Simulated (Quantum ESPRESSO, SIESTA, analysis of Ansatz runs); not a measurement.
# Levels of O_C in SiC (F-43m), rung by rung (SIESTA and Quantum ESPRESSO), part 2 of 3

We place the charge-transition levels of O_C in SiC (F-43m) with atom-centred orbitals, then repeat the energies at other levels of method to see what holds. Model: a cell of 54 host atoms with 1 C taken out and 1 O put in.

SIESTA and Quantum ESPRESSO ; SIESTA numerical-orbital DFT, PBEsol, DZP basis, PseudoDojo 0.4.1 potentials converted to PSML; charged supercells in a uniform background, point-charge correction with alignment at far sites.

So far. Step 2 (Band edges): The gap at this level is 1.23 eV.

### Step 3. Relaxing each charge state

Level of this step: SIESTA numerical-orbital DFT, PBEsol, DZP basis, PseudoDojo 0.4.1 potentials converted to PSML; relaxation of all atoms of a defect supercell at fixed charge in a uniform background (SIESTA).

Each state starts from the atoms near the defect displaced at random, so that no symmetry of the ideal site is imposed. An odd electron count needs spin polarisation, and the total moment is held fixed to keep the state apart from its neighbours in spin. Charge +1 is shown in full.

defect.fdf reads:

```
SystemName                      Si27C26O
SystemLabel                     defect
NumberOfSpecies                 3
NumberOfAtoms                   54
%block ChemicalSpeciesLabel
  1   14 Si
  2    6 C
  3    8 O
%endblock ChemicalSpeciesLabel
LatticeConstant                 1.0 Ang
%block LatticeVectors
     0.000003000     6.564408000     6.564408000
     6.564408000     0.000003000     6.564408000
     6.564408000     6.564408000     0.000003000
%endblock LatticeVectors
AtomicCoordinatesFormat         Fractional
%block AtomicCoordinatesAndAtomicSpecies
     0.000001066     0.000001066     0.000001066  1
     0.083332324     0.083332324     0.083332324  2
     0.000001066     0.000001066     0.333334400  1
     0.083332324     0.083332324     0.416665657  2
     0.000001066     0.000001066     0.666667733  1
     0.082993151     0.088810716     0.744719898  2
     0.000001066     0.333334400     0.000001066  1
     0.083332324     0.416665657     0.083332324  2
     0.000001066     0.333334400     0.333334400  1
     0.086325109     0.410354062     0.419688138  2
     0.001139192     0.327638453     0.666311292  1
     0.080837973     0.422651734     0.746032180  2
     0.000001066     0.666667733     0.000001066  1
     0.080231338     0.755364634     0.085119378  2
    -0.004185329     0.671085427     0.336455068  1
     0.077466776     0.753212492     0.415781675  2
    -0.001506109     0.661121378     0.669963853  1
     0.087583321     0.752401467     0.744218789  2
     0.333334400     0.000001066     0.000001066  1
     0.416665657     0.083332324     0.083332324  2
     0.333334400     0.000001066     0.333334400  1
     0.423215982     0.080536572     0.415138235  2
     0.338147699    -0.005019612     0.668964552  1
     0.410133143     0.085352256     0.751520230  2
     0.333334400     0.333334400     0.000001066  1
     0.421001897     0.417200826     0.084575032  2
     0.336683449     0.336021093     0.333585059  1
     0.416199514     0.418430960     0.410827693  3
     0.332690542     0.327868341     0.667594515  1
     0.413194314     0.416895063     0.756128743  2
     0.335444003     0.671215192    -0.005643511  1
     0.410313441     0.751919341     0.086989971  2
     0.333636742     0.668990389     0.336975923  1
     0.410768420     0.754059173     0.419175776  2
     0.335134862     0.660976813     0.665890822  1
     0.416665657     0.749998991     0.749998991  2
     0.666667733     0.000001066     0.000001066  1
     0.744299231     0.084071189     0.083295061  2
     0.664537518     0.006554196     0.331736852  1
     0.748886847     0.084293453     0.422025298  2
     0.668956633    -0.005351334     0.671316888  1
     0.756036642     0.083815197     0.746550104  2
     0.663209211     0.335309791    -0.003787974  1
     0.753575503     0.410452105     0.083397942  2
     0.669369155     0.337651447     0.327894860  1
     0.744322603     0.421029110     0.415605560  2
     0.663330611     0.339551076     0.666657433  1
     0.749998991     0.416665657     0.749998991  2
     0.668852432     0.670573706    -0.006161842  1
     0.745297800     0.748795522     0.089203058  2
     0.666567574     0.671421686     0.334513008  1
     0.749998991     0.749998991     0.416665657  2
     0.666667733     0.666667733     0.666667733  1
     0.749998991     0.749998991     0.749998991  2
%endblock AtomicCoordinatesAndAtomicSpecies
%block kgrid.MonkhorstPack
    2   0   0  0.50
    0   2   0  0.50
    0   0   2  0.50
%endblock kgrid.MonkhorstPack
XC.Functional                   GGA
XC.Authors                      PBEsol
PAO.BasisSize                   DZP
PAO.EnergyShift                 0.005 Ry
Mesh.Cutoff                     300 Ry
NetCharge                       1.0
Spin                            polarized
%block DM.InitSpin
    27   0.200
    28   0.200
    29   0.200
    33   0.200
    45   0.200
%endblock DM.InitSpin
Spin.Fix                        true
Spin.Total                      1.0
OccupationFunction              FD
ElectronicTemperature           0.01 eV
MaxSCFIterations                150
SCF.MustConverge                true
SCF.Mixer.Method                Pulay
SCF.Mixer.Weight                0.1
SCF.Mixer.History               10
SCF.DM.Tolerance                3.0e-4
SCF.H.Tolerance                 3.0e-3 eV
WriteForces                     true
Charge.Mulliken                 end
SaveRho                         true
SaveElectrostaticPotential      true
Charge.Hirshfeld                end
Charge.Voronoi                  end
MD.TypeOfRun                    Broyden
MD.Steps                        90
MD.MaxForceTol                  0.04 eV/Ang
MD.MaxDispl                     0.15 Ang
WriteCoorStep                   true
AtomCoorFormatOut               Fractional
```

Launch:

```console
$ OMP_NUM_THREADS=1 siesta defect.fdf > defect.out
```

The program printed:

```text
Version         : 5.4.2

                           ***********************
                           *  WELCOME TO SIESTA  *
                           ***********************

[...]
reinit: Reading from file defect.fdf

reinit: -----------------------------------------------------------------------
reinit: System Name: Si27C26O
reinit: -----------------------------------------------------------------------
reinit: System Label: defect
reinit: -----------------------------------------------------------------------

[...]
initatom: Reading input for the pseudopotentials and atomic orbitals ----------
Species number:   1 Atomic number:   14 Label: Si
Species number:   2 Atomic number:    6 Label: C
Species number:   3 Atomic number:    8 Label: O

[... pseudopotential checks and orbital generation ...]

prinput: Basis input

PAO.BasisType split

%block ChemicalSpeciesLabel
    1   14 Si                      # Species index, atomic number, species label
    2    6 C                       # Species index, atomic number, species label
    3    8 O                       # Species index, atomic number, species label
%endblock ChemicalSpeciesLabel

%block PAO.Basis                 # Define Basis set
# WARNING: This information might be incomplete!
Si                    2                    # Species label, number of l-shells
 n=3   0   2                         # n, l, Nzeta
   5.819      3.988
   1.000      1.000
 n=3   1   2 P   1                   # n, l, Nzeta, Polarization, NzetaPol
   7.489      5.207
   1.000      1.000
C                     2                    # Species label, number of l-shells
 n=2   0   2                         # n, l, Nzeta
   4.859      3.157
   1.000      1.000
 n=2   1   2 P   1                   # n, l, Nzeta, Polarization, NzetaPol
   5.984      3.889
   1.000      1.000
O                     2                    # Species label, number of l-shells
 n=2   0   2                         # n, l, Nzeta
   3.812      2.360
   1.000      1.000
 n=2   1   2 P   1                   # n, l, Nzeta, Polarization, NzetaPol
[...]
%endblock PAO.Basis

prinput: ----------------------------------------------------------------------

coor:   Atomic-coordinates input format  =     Fractional

[...]
siesta: System type = bulk

initatomlists: Number of atoms, orbitals, and projectors:     54   702   707

[... echo of the settings ...]

siesta: k-grid: Number of k-points = 4
siesta: k-points from Monkhorst-Pack grid
siesta: k-cutoff (effective) =     9.283 Ang
siesta: k-point supercell and displacements
siesta: k-grid:     2     0     0      0.500
siesta: k-grid:     0     2     0      0.500
siesta: k-grid:     0     0     2      0.500

diag: Algorithm                                     = D&C
diag: Absolute tolerance                            =  0.100E-15
diag: Orthogonalization factor                      =  0.100E-05

superc: Internal auxiliary supercell:     3 x     3 x     3  =      27
superc: Number of atoms, orbitals, and projectors:   1458  18954  19089

                     ====================================
                        Begin Broyden opt. move =      0
                     ====================================

[...]
superc: Internal auxiliary supercell:     3 x     3 x     3  =      27
superc: Number of atoms, orbitals, and projectors:   1458  18954  19089

outcell: Unit cell vectors (Ang):
        0.000003    6.564408    6.564408
        6.564408    0.000003    6.564408
        6.564408    6.564408    0.000003

outcell: Cell vector modules (Ang)   :    9.283475    9.283475    9.283475
outcell: Cell angles (23,13,12) (deg):     60.0000     60.0000     60.0000
outcell: Cell volume (Ang**3)        :    565.7394
[...]
Initializing Density Matrix...

[...]
DM filled with atomic data (user-defined):
Note: For starting DM, Qtot, Tr[D*S] =        217.00000000        218.00000000

InitMesh: MESH = 80 x 80 x 80 = 512000
InitMesh: Mesh cutoff (required, used) =   300.000   307.859 Ry

[...]
iscf     Eharris(eV)        E_KS(eV)     FreeEng(eV)     dDmax     Ef_up Ef_dn(eV) dHmax(eV)
   scf:    1    -7473.972155    -7748.205984    -7748.205984  0.901289 -4.688612 -8.391025  8.542277
[...]
scf:    2    -6845.489018    -7497.437963    -7497.444543  1.214524 -5.010786 -5.060450 64.765916
[...]
scf:    3    -7792.537892    -7792.783356    -7792.783356  1.146302 -4.870543 -7.185893  3.411981
[...]
scf:    4    -7806.151192    -7802.697129    -7802.697129  0.165628 -5.019425 -6.553059  1.751941
[...]
scf:    5    -7802.809897    -7802.828569    -7802.828569  0.015337 -4.846665 -6.411815  0.902009
[...]
scf:    6    -7802.844544    -7802.842198    -7802.842198  0.007790 -4.748581 -6.312904  0.174466
[...]
scf:    7    -7802.881014    -7802.863697    -7802.863697  0.011492 -4.770386 -6.366499  0.148161
[...]
scf:    8    -7802.868682    -7802.866881    -7802.866881  0.006561 -4.805064 -6.418904  0.097093
[...]
scf:    9    -7802.867144    -7802.867032    -7802.867032  0.000847 -4.796167 -6.410907  0.048990
[...]
scf:   10    -7802.867499    -7802.867293    -7802.867293  0.000784 -4.785045 -6.407614  0.008762
[...]
DM extrapolation coefficients:
1   1.00000
New DM after history re-use:

[...]
iscf     Eharris(eV)        E_KS(eV)     FreeEng(eV)     dDmax     Ef_up Ef_dn(eV) dHmax(eV)
   scf:    1    -7804.852956    -7804.854636    -7804.854636  0.009710 -4.798127 -6.441371  0.032342
[...]
scf:    2    -7804.848467    -7804.852899    -7804.852899  0.001766 -4.788236 -6.431321  0.098750
[...]
scf:    3    -7804.855366    -7804.854892    -7804.854892  0.001355 -4.796164 -6.439373  0.006456
[...]
scf:    4    -7804.854908    -7804.854902    -7804.854902  0.000066 -4.797240 -6.440461  0.002098
     spin moment: {S} , |S| = {        0.0        0.0    1.00000 }     1.00000

SCF Convergence by DM+H criterion
[...]
SCF cycle converged after 4 iterations

[...]
siesta: E_KS(eV) =            -7804.8549

siesta: Atomic forces (eV/Ang):
     1    0.005409    0.010934   -0.000799
     2   -0.003695    0.004156    0.004357
     3   -0.008089   -0.000193   -0.009823
     4   -0.005421    0.007491   -0.011276
     5    0.015988   -0.002123   -0.004303
     6    0.025516   -0.006123    0.000593
     7    0.009224   -0.003685   -0.005701
     8   -0.001047    0.002989    0.004253
     9   -0.000310    0.006996   -0.006626
    10    0.007040    0.009685   -0.001505
[...]
50   -0.005976    0.001668    0.001614
    51   -0.017792    0.009146   -0.014753
    52   -0.006595   -0.000524   -0.013245
    53   -0.000931   -0.008938   -0.001845
    54   -0.008931   -0.006808    0.003333
   Tot   -0.004666   -0.002941   -0.004420
   Max    0.030631
   Res    0.011295    sqrt( Sum f_i^2 / 3N )
   Max    0.030631    constrained

Stress tensor Voigt[x,y,z,yz,xz,xy] (kbar):       -6.62       -6.64       -6.66        2.70        2.65        2.47
[...]
outcoor: Relaxed atomic coordinates (fractional):
   -0.00046554    0.00039554   -0.00050752   1       1  Si
    0.08269903    0.08375151    0.08322017   2       2  C
    0.00038494    0.00175869    0.33254085   1       3  Si
    0.08283202    0.08417024    0.41708580   2       4  C
   -0.00032805    0.00000338    0.66711634   1       5  Si
    0.08348857    0.08335039    0.74975401   2       6  C
    0.00057004    0.33300510    0.00056311   1       7  Si
    0.08268700    0.41784983    0.08305417   2       8  C
    0.00034448    0.33348558    0.33228591   1       9  Si
    0.08330391    0.41824623    0.41703595   2      10  C
   -0.00082025    0.33231450    0.66712209   1      11  Si
    0.08286589    0.41765433    0.74826194   2      12  C
   -0.00091066    0.66787881   -0.00009658   1      13  Si
    0.08276592    0.75070723    0.08329101   2      14  C
   -0.00122810    0.66842655    0.33220630   1      15  Si
    0.08239743    0.74939160    0.41777961   2      16  C
   -0.00133316    0.66776536    0.66781413   1      17  Si
    0.08281075    0.75024839    0.75021870   2      18  C
    0.33195681    0.00126533    0.00128488   1      19  Si
    0.41679879    0.08374697    0.08341363   2      20  C
[...]
0.41621448    0.41742709    0.41570470   3      28  O
[...]
0.68313074    0.32883367    0.32714680   1      45  Si
    0.74784602    0.41884062    0.41723571   2      46  C
    0.66715795    0.33275305    0.66725291   1      47  Si
    0.74993247    0.41722540    0.74934452   2      48  C
    0.66696760    0.66818520   -0.00061259   1      49  Si
    0.74937411    0.75081664    0.08343102   2      50  C
    0.66682920    0.66882532    0.33236570   1      51  Si
    0.74958704    0.75102695    0.41679543   2      52  C
    0.66646211    0.66705375    0.66663853   1      53  Si
    0.74947802    0.75032750    0.75016239   2      54  C

[...]
siesta: Final energy (eV):
siesta:  Band Struct. =   -2768.050414
siesta:       Kinetic =    4402.004110
siesta:       Hartree =     952.670207
[...]
siesta:         Exch. =   -2484.891112
siesta:         Corr. =    -306.238474
[...]
siesta:   Exch.-corr. =   -2791.129586
siesta:  Ion-electron =   -6046.150746
siesta:       Ion-ion =   -4322.248886
[...]
siesta:         Total =   -7804.854902
siesta:      Fermi_up =      -4.797240
siesta:      Fermi_dn =      -6.440461

siesta: Stress tensor (static) (eV/Ang**3):
siesta:    -0.004129    0.001545    0.001655
siesta:     0.001545   -0.004144    0.001686
siesta:     0.001655    0.001686   -0.004154

siesta: Cell volume =        565.739362 Ang**3

siesta: Pressure (static):
siesta:                Solid            Molecule  Units
siesta:           0.00004512          0.00004941  Ry/Bohr**3
siesta:           0.00414249          0.00453663  eV/Ang**3
siesta:           6.63700761          7.26847568  kBar

[...]
mulliken: Qtot =      109.000

[...]
mulliken: Qtot =      108.000

Mulliken Atomic Populations:
Atom #   charge [q] valence [e]      Sz [e]  Species
     1    -0.099515    4.099515    0.013746  Si
     2     0.123791    3.876209    0.002827  C
     3    -0.087356    4.087356    0.035609  Si
     4     0.124522    3.875478    0.002128  C
     5    -0.097763    4.097763    0.014014  Si
     6     0.127578    3.872422    0.001576  C
     7    -0.087973    4.087973    0.035805  Si
     8     0.124533    3.875467    0.002130  C
     9    -0.084125    4.084125    0.031358  Si
    10     0.136044    3.863956    0.006414  C
    11    -0.083675    4.083675    0.022317  Si
    12     0.136466    3.863534    0.005541  C
    13    -0.097767    4.097767    0.014001  Si
    14     0.127597    3.872403    0.001573  C
    15    -0.083783    4.083783    0.022243  Si
    16     0.136336    3.863664    0.005465  C
    17    -0.083731    4.083731    0.023791  Si
    18     0.127484    3.872516    0.001429  C
    19    -0.087987    4.087987    0.035801  Si
    20     0.124285    3.875715    0.002138  C
[...]
28    -0.455811    6.455811    0.004574  O
[...]
45     0.014122    3.985878    0.090642  Si
    46     0.135248    3.864752    0.006910  C
    47    -0.084613    4.084613    0.022277  Si
    48     0.126331    3.873669    0.001051  C
    49    -0.083065    4.083065    0.023711  Si
    50     0.127570    3.872430    0.001418  C
    51    -0.084651    4.084651    0.022136  Si
    52     0.126304    3.873696    0.001029  C
    53    -0.083548    4.083548    0.020389  Si
    54     0.125623    3.874377    0.001474  C
 Total     1.000000                1.000000

[...]
Job completed
```

Run time: 47 min. Hardware: 1 MPI rank of Arm Neoverse V1, shared host; peak memory 1.2 GiB.

The steps and moves of this run count from the displaced start.

Step by step:

| step | energy less that of the first step (eV) | largest force (eV/Å) |
| --- | --- | --- |
| 0 | 0.0000 | 4.0538 |
| 1 | -1.6780 | 1.4704 |
| 2 | -1.9075 | 0.5838 |
| 3 | -1.9614 | 0.2326 |
| 4 | -1.9782 | 0.0873 |
| 5 | -1.9841 | 0.0544 |
| 6 | -1.9876 | 0.0379 |

The atoms that moved most (Å):

| atom | dx | dy | dz | length |
| --- | --- | --- | --- | --- |
| Si27 | -0.083 | -0.093 | -0.102 | 0.161 |
| Si29 | 0.104 | 0.072 | -0.040 | 0.133 |
| Si33 | 0.042 | -0.104 | 0.056 | 0.125 |
| Si45 | -0.063 | 0.085 | 0.032 | 0.111 |
| C44 | 0.046 | -0.039 | 0.016 | 0.062 |
| Si35 | 0.057 | -0.008 | 0.022 | 0.062 |
| C10 | 0.034 | -0.037 | 0.032 | 0.060 |
| C30 | -0.044 | -0.023 | 0.030 | 0.059 |

Neighbours of O28 at the end:

| atom | distance (Å) |
| --- | --- |
| Si27 | 2.003 |
| Si45 | 2.023 |
| Si33 | 2.023 |
| Si29 | 2.034 |
| C26 | 3.079 |
| C22 | 3.079 |
| C10 | 3.081 |
| C32 | 3.081 |
| C40 | 3.087 |
| C44 | 3.088 |
| C16 | 3.090 |
| C12 | 3.091 |
| C46 | 3.092 |
| C34 | 3.094 |
| C30 | 3.096 |
| C24 | 3.100 |

Energies on the run's own zero. States near gap, by row:

| spin | k | band | energy (eV) | filled by count |
| --- | --- | --- | --- | --- |
| up | 0 | 105 | -7.396 | 1 |
| up | 0 | 106 | -7.395 | 1 |
| up | 0 | 107 | -6.892 | 1 |
| up | 0 | 108 | -6.891 | 1 |
| up | 0 | 109 | -5.294 | 1 |
| up | 0 | 110 | -4.42 | 0 |
| up | 0 | 111 | -4.415 | 0 |
| up | 0 | 112 | -4.014 | 0 |
| up | 0 | 113 | -3.715 | 0 |
| up | 1 | 105 | -7.533 | 1 |
| up | 1 | 106 | -7.421 | 1 |
| up | 1 | 107 | -7.223 | 1 |
| up | 1 | 108 | -7.015 | 1 |
| up | 1 | 109 | -5.271 | 1 |
| up | 1 | 110 | -4.294 | 0 |
| up | 1 | 111 | -3.874 | 0 |
| up | 1 | 112 | -3.689 | 0 |
| up | 1 | 113 | -3.255 | 0 |
| down | 0 | 104 | -7.47 | 1 |
| down | 0 | 105 | -7.388 | 1 |
| down | 0 | 106 | -7.387 | 1 |
| down | 0 | 107 | -6.884 | 1 |
| down | 0 | 108 | -6.883 | 1 |
| down | 0 | 109 | -5.152 | 0 |
| down | 0 | 110 | -4.34 | 0 |
| down | 0 | 111 | -4.337 | 0 |
| down | 0 | 112 | -3.941 | 0 |
| down | 1 | 104 | -7.614 | 1 |
| down | 1 | 105 | -7.524 | 1 |
| down | 1 | 106 | -7.413 | 1 |
| down | 1 | 107 | -7.213 | 1 |
| down | 1 | 108 | -7.008 | 1 |
| down | 1 | 109 | -5.163 | 0 |
| down | 1 | 110 | -4.201 | 0 |
| down | 1 | 111 | -3.799 | 0 |
| down | 1 | 112 | -3.603 | 0 |

The states that were run, at 2×2×2 shifted by half a step, on 1 MPI rank of Arm Neoverse V1, shared host:

| charge | moment (μB) | outcome | structures computed | largest displacement of a host atom from its site (Å) | lowest empty less highest filled level (eV) | time |
| --- | --- | --- | --- | --- | --- | --- |
| 0 | 0 | converged | 7 | 0.14 | 0.81 | 27 min |
| +2 | 0 | converged | 7 | 0.13 | 1.61 | 26 min |
| +1 | 1 | converged | 7 | 0.13 | 0.11 | 47 min |
| −1 | 1 | converged | 7 | 0.13 | -0.16 | 48 min |

At charge −1 filled and empty levels, counted over both spins and all k-points, touch or overlap: the last carrier shares a level or a band, or the held moment keeps an electron of one spin above an empty level of the other.

Against the host's sites the lattice moves most at charge 0 (0.14 Å); the smallest move among the states is 0.13 Å.

(Part 2 of 3 ends here.)

[Logs are printed without paths, hosts, clocks, repeated set-up lines and the standing remarks that a program may print on its own settings, such as how far it seeks lower states.]

[Hosts, paths, dates, database ids (printed as entryN), source tags and the programs' standing remarks are cut or masked in the printed files.]

[For some hosts the program warned that the k-mesh of the response run may be too coarse for force constants and the static dielectric constant; such warnings are not shown here.]

[Charge tables in the logs are Mulliken or Hirshfeld populations, whose sizes and signs can differ; where basis functions stand at a vacancy, SIESTA counts their charge against the missing atom's valence.]

[In relaxation paths of CP2K, step 0 can be the structure after the first move, since the trajectory file begins there, and the last row can be the final structure solved once more.]
